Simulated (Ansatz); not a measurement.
The system is KCl (Sylvite).

```
CELL_PARAMETERS angstrom
0.00000 3.14647 3.14647
3.14647 0.00000 3.14647
3.14647 3.14647 0.00000
ATOMIC_POSITIONS crystal
K 0.00000 0.00000 0.00000
Cl 0.50000 0.50000 0.50000
```

Base run:

| Property | Result |
| --- | --- |
| Program | Ansatz 0.2.0 |
| Functional | PBE0 |
| Potentials or basis | all-electron PAW datasets made for the crystal |
| Cutoff | 250 eV |
| Density cutoff | 1000 eV |
| k mesh | 6 × 6 × 6 |
| Occupations | fermi-dirac, width 0.05 eV |
| Spin | no spin polarisation |

Its results: band gap on the k mesh 7.24 eV, direct.

Question: After a change of settings the same cell gave: band gap on the k mesh 5.03 eV, direct. Which change was it?
A. functional from PBE0 to PBEsol; cutoff from 250 eV to 220 eV; density cutoff from 1000 eV to 880 eV
B. functional from PBE0 to PBE; cutoff from 250 eV to 220 eV; density cutoff from 1000 eV to 880 eV
C. functional from PBE0 to HSE06

Answer: A.

PBE0 gives the wider gap, since exact exchange removes part of the self-interaction.

Not every run made on this cell is shown here.
